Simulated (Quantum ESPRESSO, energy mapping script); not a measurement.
# Spin model of MnS (Browneite) from collinear orders, part 3 of 3

Wanted: the magnetic order of MnS (Browneite), its couplings and an estimate of its ordering temperature, by PBE+U (5 eV), QE, GBRV.

PBE with U = 5 eV on Mn d, ortho-atomic projectors; plane waves, U on orthogonalised atomic orbitals unless named otherwise, collinear spin, no spin–orbit coupling.

So far. Step 9 (Run 8 (uncompensated ++−; cell D, 6 atoms)): The run ends ferrimagnetic, 42.63 meV a magnetic atom below the parallel order of its cell. Step 10 (Run 9 (parallel; cell E, 6 atoms)): The run ends ferromagnetic. For each magnetic atom its energy differs from the parallel run of the first cell by -1.21 meV, an error that one common reference would have brought in.

### Step 11. Run 10 (uncompensated ++−; cell E, 6 atoms)

Level of this step: PBE with U = 5 eV on Mn d, ortho-atomic projectors, GBRV potentials (Quantum ESPRESSO).

This order reverses 5.33 of the 12 neighbours at 3.96 Å, 1.33 of the 6 neighbours at 5.60 Å and 16 of the 24 neighbours at 6.86 Å, counted for an average magnetic atom.

pw.in reads:

```
&control
  calculation = 'scf'
  prefix = 'pw'
  outdir = './tmp/'
  pseudo_dir = './pseudo/'
  verbosity = 'low'
/
&system
  ibrav = 0
  nat = 6
  ntyp = 3
  ecutwfc = 45
  ecutrho = 360
  nbnd = 49
  occupations = 'smearing'
  smearing = 'fd'
  degauss = 0.00367493
  nspin = 2
  starting_magnetization(1) = 0.3000
  starting_magnetization(2) = -0.3000
/
&electrons
  conv_thr = 1.5e-08
  electron_maxstep = 120
  mixing_beta = 0.3
  mixing_mode = 'plain'
/
ATOMIC_SPECIES
  Mn1 54.9380 Mn.upf
  Mn2 54.9380 Mn.upf
  S 32.0600 S.upf
CELL_PARAMETERS angstrom
  0.00000000 2.80000000 2.80000000
  0.00000000 2.80000000 -2.80000000
  -8.40000000 -2.80000000 0.00000000
ATOMIC_POSITIONS crystal
  Mn1 0.00000000 0.00000000 0.00000000
  Mn1 0.33333333 0.33333333 0.66666667
  Mn2 0.66666667 0.66666667 0.33333333
  S 0.41666667 0.91666667 0.83333333
  S 0.75000000 0.25000000 0.50000000
  S 0.08333333 0.58333333 0.16666667
K_POINTS automatic
  6 6 6 0 0 0
HUBBARD {ortho-atomic}
U Mn1-3d 5
U Mn2-3d 5
```

The run is started by

```sh
> OMP_NUM_THREADS=1 mpirun -n 4 pw.x -nk 4 -in pw.in > pw.out
```

The program printed:

```text
[banner, memory and clock lines left out]
Program PWSCF v.7.5 starts
[...]
unit-cell volume          =     888.8366 (a.u.)^3
     number of atoms/cell      =            6
[...]
number of electrons       =        63.00
     number of Kohn-Sham states=           49
     kinetic-energy cutoff     =      45.0000  Ry
     charge density cutoff     =     360.0000  Ry
[...]
The total energy is F=E-TS. E is the sum of the following terms:
     one-electron contribution =    -473.17000700 Ry
     hartree contribution      =     252.86763653 Ry
     xc contribution           =    -105.66416933 Ry
     ewald contribution        =    -380.15641294 Ry
     Hubbard energy            =       0.15770874 Ry
     total magnetization       =     5.00 Bohr mag/cell
     absolute magnetization    =    14.72 Bohr mag/cell
     convergence has been achieved in  11 iterations
[key lines of the parts left out:]
!    total energy              =    -705.96524399 Ry
the Fermi energy is     7.5713 ev
```

Elapsed: 76 s, on 4 MPI ranks of Arm Neoverse V2, shared host; peak memory 1 GiB; 5 min of CPU time.

The run ends ferrimagnetic, 55.69 meV a magnetic atom below the parallel order of its cell.

### Step 12. From energies to couplings

Each energy difference is a sum of couplings weighted by the pairs that the order reverses. A few near shells are fitted to the differences by least squares. Energies are those extrapolated to zero occupation width, not the free energies F.

The orders that converged (zero: parallel moments in the same cell):

```
                      order  atoms  energy (meV a magnetic atom)  moments (μB)  moments kept as typed  opposed neighbours at 3.96, 5.60, 6.86 Å
         parallel in cell A      4                          0.00          4.39                    yes                                   0, 0, 0
   compensated +− in cell A      4                        -81.70          4.33                    yes                                  8, 0, 16
         parallel in cell B      4                          0.00          4.39                    yes                                   0, 0, 0
   compensated +− in cell B      4                        -62.82          4.35                    yes                                  6, 6, 12
         parallel in cell C      6                          0.00          4.39                    yes                                   0, 0, 0
uncompensated ++− in cell C      6                        -69.38  4.32 to 4.36                    yes                             6.67, 2.67, 8
         parallel in cell D      6                          0.00          4.39                    yes                                   0, 0, 0
uncompensated ++− in cell D      6                        -42.63  4.35 to 4.37                    yes                                  4, 4, 12
         parallel in cell E      6                          0.00          4.39                    yes                                   0, 0, 0
uncompensated ++− in cell E      6                        -55.69  4.33 to 4.36                    yes                            5.33, 1.33, 16
```

Couplings from the energies, with E = −Σ J e·e over ordered pairs:

```
 pair  distance (Å)  neighbours  J (meV)
Mn–Mn          3.96          12    -5.08
Mn–Mn          5.60           6   -0.141
Mn–Mn          6.86          24  -0.0256
```

Adding the shell at 7.92 Å gives -5.1, -0.13, -0.022 and -0.064 meV and a mean-field temperature of 155 K.

In mean field these couplings order at 153 K, and give a Curie–Weiss temperature of -483 K.

### Step 13. Finite temperature

Mean field ignores fluctuations and overstates the ordering temperature, so the model is also sampled. The heat capacity peaks where order sets in.

Classical unit spins with these couplings on 8×8×4 copies of a cell that holds the lowest order (512 spins), heat-bath sweeps, cooled from random directions, 1009 sweeps to settle and 3027 measured at each temperature, averaged over 4 runs.

```
T (K)  order along the lowest pattern  net moment  heat capacity (k_B a spin)
 18.4                            0.10        0.01                        1.04
 31.5                            0.18        0.01                        1.09
 51.1                            0.19        0.01                        1.87
 64.2                            0.11        0.01                        1.11
 77.2                            0.09        0.01                        0.86
 96.9                            0.08        0.02                        0.67
  110                            0.07        0.02                        0.58
  123                            0.07        0.02                        0.49
  136                            0.07        0.02                        0.42
  156                            0.06        0.02                        0.36
  169                            0.06        0.02                        0.32
```

The smoothed heat capacity peaks at 49.6 K. The order column follows one pattern alone; equivalent domains or another pattern share the rest.

### Step 14. Beside the first set of runs

The first set of orders, under PBE+U (4 eV), QE, GBRV, took 36 min of CPU time summed over its finished orders (seed run apart), these 35 min.

```
                           quantity  this set  first set
                   J at 3.96 Å, meV     -5.08      -6.47
                   J at 5.60 Å, meV    -0.141     -0.183
                   J at 6.86 Å, meV   -0.0256    -0.0373
ordering temperature, mean field, K       153        195
 heat-capacity peak, Monte Carlo, K      49.6       62.8
```

The coupling that led in the first set goes from -6.47 to -5.08 meV.

### Step 15. Outcome

- lowest order tried: compensated +− in cell A
- largest fitted value, Mn–Mn at 3.96 Å: -5.08 meV
- ordering temperature, mean field: 153 K
- heat-capacity peak, Monte Carlo: 49.6 K

Of the orders tried, MnS (Browneite) prefers the order “compensated +− in cell A” under PBE+U (5 eV), QE, GBRV, with 8 of 12 neighbours at 3.96 Å, 0 of 6 neighbours at 5.60 Å and 16 of 24 neighbours at 6.86 Å opposed, and the heat capacity of the fitted model peaks near 50 K (Monte Carlo, classical spins). The model's best pattern is not among the orders that were run. The coupling at 3.96 Å is 0.79 times that of the first set, at 0.98 times the CPU time. The largest fitted coupling is the Mn–Mn pair at 3.96 Å, antiferromagnetic at -5.1 meV, across a ligand at about 109°. The orders also reverse pairs at 7.92 Å, which are not fitted, so the fitted values hold their part too. With 5 differences for 3 couplings the fit misses by 0.49 meV at most, a small part of the spread. In the fitted orders moments change by up to 1.7 % against the parallel run of the same cell, so their size stays put. Monte Carlo puts the peak at 0.32 of the mean-field temperature, low enough to point to frustration or weakly coupled layers or chains. In tests on simple cubic and body-centred models such peaks lay 5 to 6 % under the bulk value. On cooling, the order along the one computed pattern stays at or under 0.19: the model settles in an equivalent domain, a degenerate mixture or another order. The Curie–Weiss temperature is 9.7 times the peak temperature in size, a mark of frustration. The parallel order holds 5 μB a magnetic atom, spin 2.5; the common factor (S+1)/S would raise the classical 49.6 K to 69.4 K, a correction that often overshoots.

[Logs and program files are shortened in this print: banners, set-up blocks, solver, clock and traceback lines can be left out without a mark of their own.]

[Logs are printed without paths, hosts, clocks, repeated set-up lines and the standing remarks that a program may print on its own settings, such as how far it seeks lower states.]

[Hosts, paths, dates, database ids (printed as entryN), source tags and the programs' standing remarks are cut or masked in the printed files.]

[Where a cell is said to come from a database of computed structures, the database is the Materials Project.]
